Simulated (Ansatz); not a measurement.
## TiO2 (Anatase) under changes of volume

One of the cells (11.354 Å³/atom); the others are scaled copies at fixed shape and fractional positions:

```
Ti O
1.0
    -1.89210    1.89210    4.75730
     1.89210   -1.89210    4.75730
     1.89210    1.89210   -4.75730
Ti O
2 4
Cartesian
  0.0000 1.8921 2.3786
  0.0000 0.0000 0.0000
  0.0000 0.0000 7.5346
  0.0000 1.8921 0.3987
  0.0000 1.8921 4.3586
  0.0000 0.0000 1.9800
```

| Property | Result |
| --- | --- |
| Program | Ansatz 0.2.0 |
| Functional | RPBE |
| Potentials or basis | Ansatz PAW |
| Cutoff | 420 eV (not typed: the program's choice for these potentials) |
| k mesh | 10 × 10 × 10 |
| Occupations | fermi-dirac, width 0.05 eV |
| Spin | no spin polarisation |

| volume (Å³/atom) | energy over the lowest point (meV/atom) | pressure (GPa) | gap on the mesh (eV) | largest force (eV/Å) |
| --- | --- | --- | --- | --- |
| 10.673 | 90.02 | 26.2 | 2.32 | 0.576 |
| 10.900 | 57.22 | 20.2 | 2.28 | 0.430 |
| 11.127 | ? | ? | ? | ? |
| 11.354 | 15.26 | 9.8 | 2.18 | 0.169 |
| 11.581 | 4.62 | 5.3 | 2.13 | 0.052 |
| 11.808 | 0.00 | 1.3 | 2.09 | 0.057 |
| 12.035 | 0.81 | -2.4 | 2.04 | 0.158 |

Question: What does the run at 11.127 Å³/atom give?

Answer: Energy over the lowest point 32.55 meV/atom; pressure 14.7 GPa; gap on the mesh 2.23 eV; largest force 0.295 eV/Å.

Worked out: A Birch-Murnaghan fit of order 3 (a polynomial in V^(-2/3)) to the other rows has its minimum at 11.88 Å³/atom with B0 = V·E''(V) = 194 GPa and B' = 4.2 at fixed shape and positions, which overstates the stiffness. It gives 32.56 meV/atom at 11.127 Å³/atom, against the run's 32.55, and -dE/dV = 14.7 GPa, against 14.7. A straight line through the other rows of the gap, of slope -2.35 eV per unit of ln V, gives 2.23 eV, against the run's 2.23.

Energies are extrapolated to zero smearing.

Caveats: the PAW data sets come from PBE, with cores solved anew for the run's functional, which leaves a small shift of forces and pressure.

A mesh can miss the band edges.
